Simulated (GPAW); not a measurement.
Runs of GPAW 26.7.0 on CaO. The structure is cubic, space group Fm-3m (No. 225). Conventional cell: a = 4.807 Å, b = 4.807 Å, c = 4.807 Å, α = 90.00°, β = 90.00°, γ = 90.00°. Ca (site symmetry m-3m) is surrounded by 6 O at 2.40 Å. O (site symmetry m-3m) has 6 Ca at 2.40 Å as nearest neighbours. The cell is a database's computed one.

| task | level | potentials or basis | cell | k mesh | cutoff (eV) | smearing | response ecut | frequency | extrapolate | qp bands | integrate gamma | gap on the mesh (eV) | pressure (GPa) |
| --- | --- | --- | --- | --- | --- | --- | --- | --- | --- | --- | --- | --- | --- |
| relaxation of cell and atoms | PBEsol | PAW data sets generated in the run's folder for this functional, pw | relaxed to 20 GPa | 10 × 10 × 10 | 800 | fermi-dirac 0.05 eV | - | - | - | - | - | 3.48 | 20.0 |
| relaxation of cell and atoms | PBEsol | PAW data sets generated in the run's folder for this functional, pw | relaxed to 30 GPa | 10 × 10 × 10 | 800 | fermi-dirac 0.05 eV | - | - | - | - | - | (a) | 30.0 |
| single point | PBE | GPAW PAW data sets (gpaw-data 1.2.1), pw | as given | 8 × 8 × 8 | 600 | fermi-dirac 0.05 eV | - | - | - | - | - | (b) | -1.1 |
| relaxation of cell and atoms | PBEsol | PAW data sets generated in the run's folder for this functional, pw | relaxed to 10 GPa | 10 × 10 × 10 | 800 | fermi-dirac 0.05 eV | - | - | - | - | - | 3.54 | 9.9 |

Alike in all rows: no spin polarisation.

**Question.** Fill in the values left out.

**Answer.** (a) 3.43; (b) 3.69.

Caveats: later steps reuse the first step's grids (some runs); the cutoff is short for stress and forces, so pressures can be off by a GPa or more (some runs).

A k mesh can miss the band edges.
